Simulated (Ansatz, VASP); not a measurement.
# Si2N in VASP and in Ansatz

File INCAR:

```
PREC = Accurate
ENCUT = 520
EDIFF = 1E-6
ISMEAR = 0
SIGMA = 0.1
LREAL = False
LASPH = True
NELM = 60
ALGO = Normal
ISIF = 2
LWAVE = False
LCHARG = False
GGA = PE
NBANDS = 22
```

File KPOINTS:

```
regular mesh
0
Gamma
  10 4 4
```

The input POSCAR:

```
Si2N
1.0
    0.0000000000      0.0000000000      2.5590440620
    6.6929951769      0.0000000000      0.0000000000
    0.0000000000      6.6929951769      0.0000000000
Si N
4 2
Direct
    0.0000000000      0.3558172348      0.3558172348
    0.5000000000      0.1441827652      0.8558172348
    0.0000000000      0.6441827652      0.6441827652
    0.5000000000      0.8558172348      0.1441827652
    1.0000000000      0.0000000000      0.0000000000
    0.5000000000      0.5000000000      0.5000000000
```

Input for Ansatz:

```yaml
crystal:
  lattice:
    - [0.0, 0.0, 2.559044062]
    - [6.6929951769, 0.0, 0.0]
    - [0.0, 6.6929951769, 0.0]
  atoms:
    - { symbol: Si, position: [0.0, 0.3558172348, 0.3558172348] }
    - { symbol: Si, position: [0.5, 0.1441827652, 0.8558172348] }
    - { symbol: Si, position: [0.0, 0.6441827652, 0.6441827652] }
    - { symbol: Si, position: [0.5, 0.8558172348, 0.1441827652] }
    - { symbol: "N", position: [1.0, 0.0, 0.0] }
    - { symbol: "N", position: [0.5, 0.5, 0.5] }
basis:
  ecutwfc: 420
kpoints:
  mp_grid: { grid: [10, 4, 4] }
hamiltonian:
  xc: pbe
scf:
  occupations: { method: gaussian, width: 0.1 }
output:
  forces: true
  stress: true
  eigenvalues: true
```

Alike in both runs: task single point; functional PBE; k mesh 10 × 4 × 4; occupations gaussian, width 0.1 eV; no spin polarisation.

|  | VASP | Ansatz |
| --- | --- | --- |
| version | VASP 6.6.1 | Ansatz 0.2.0 |
| potentials or method | VASP PAW PBE potentials, release 64 (Si, N) | scalar-relativistic, plane waves, PAW |
| plane-wave cutoff (eV) | 520 | 420 |
| valence electrons in the cell | 26 | 26 |

|  | VASP | Ansatz | Ansatz less VASP |
| --- | --- | --- | --- |
| gap on the k mesh at the Fermi level (eV) | none | none | - |
| pressure (GPa) | 0.2 | 0.3 | +0.06 |
| largest component of the traceless stress (GPa) | 1.17 | 1.08 | -0.088 |
| rms of the force components (eV/Å) | 0.006 | 0.018 | +0.0117 |

Atom by atom the forces differ by 0.012 eV/Å (rms over components). A gap of «none» marks a metal or a gap that the smearing closes.
